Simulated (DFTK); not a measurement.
Set up this calculation in DFTK 0.8.2, as the native input.

| Item | Value |
| --- | --- |
| Task | single point |
| Functional | PBEsol |
| Potentials or basis | dojo.nc.sr.pbesol.v0_4_1.standard.upf (PBEsol) |
| Cutoff | 980 eV |
| k mesh | 11 × 11 × 11 |
| Occupations | fermi-dirac, width 0.05 eV |
| Spin | no spin polarisation |
| Valence electrons | Sn 14 |
| SCF tolerance on the density | 1e-06 |

Sn:

```
Sn
1.0
    -1.66577    1.76563    2.29581
     1.74442   -1.79906    2.37926
     1.68238    1.81521   -2.32119
Sn
1
Direct
  0.99505 0.98835 0.99670
```

The cell isn't the ideal one: cell strained at random at fixed volume.

These files were run (other wordings do the same):

run.jl

```julia
using DFTK
using PseudoPotentialData
using Unitful, UnitfulAtomic
using LinearAlgebra, Printf
include("save.jl")
disable_threading()

# lattice vectors are the columns
lattice = austrip(1u"Å") * [     -1.665768       1.744419        1.68238;
                 1.765633      -1.799058       1.815212;
                 2.295809       2.379262      -2.321189]
symbols   = [:Sn]
positions = [[-0.004954, -0.011652, -0.003302]]
pseudopotentials = PseudoFamily("dojo.nc.sr.pbesol.v0_4_1.standard.upf")
elements = Dict(s => ElementPsp(s, pseudopotentials) for s in unique(symbols))
atoms    = [elements[s] for s in symbols]

build_model(lattice, positions; symmetries=true) =
    model_DFT(lattice, atoms, positions;
              functionals=PBEsol(),
              temperature=austrip(0.05u"eV"),
              smearing=Smearing.FermiDirac(),
              symmetries)
Ecut  = 36.0  # hartree
kgrid = [11, 11, 11]
tol   = 1e-6
to_GPa = ustrip(uconvert(u"GPa", 1u"hartree/bohr^3"))

model = build_model(lattice, positions)
basis = PlaneWaveBasis(model; Ecut, kgrid)
display(basis)
scfres = self_consistent_field(basis;
                               tol,
                               nbandsalg=AdaptiveBands(model; n_bands_converge=12))
display(scfres.energies)
@printf "Fermi level: %.6f eV\n" ustrip(auconvert(u"eV", something(scfres.εF, NaN)))
forces = compute_forces_cart(scfres)
println("Forces (eV/Å)")
for (s, f) in zip(symbols, forces)
    @printf "%-3s %12.6f %12.6f %12.6f\n" s ustrip.(auconvert.(u"eV/Å", f))...
end
stress = compute_stresses_cart(scfres)
println("Stress (GPa)")
display(round.(stress * to_GPa; digits=4))
println("Levels at the first k-point (eV): ", round.(ustrip.(auconvert.(u"eV", scfres.eigenvalues[1][1:scfres.n_bands_converge])); digits=4))
save_scf!(scfres; forces, stress)
```

Potentials or basis: dojo.nc.sr.pbesol.v0_4_1.standard.upf (PBEsol).

Command:

```sh
$ julia --threads=1 run.jl  # save.jl only writes the numbers to a file and isn't shown; printed stress counts tension as positive; times include loading and compiling
```

It gave:

```
Pressure               : -3.5 GPa
Band gap on the k mesh : none (metal or under the smearing width)
```

Wall time 53 min on 1 thread of Intel(R) Xeon(R) Platinum 8259CL CPU @ 2.50GHz (Skylake/Cascade Lake) (shared host), peak memory 6.8 GiB.
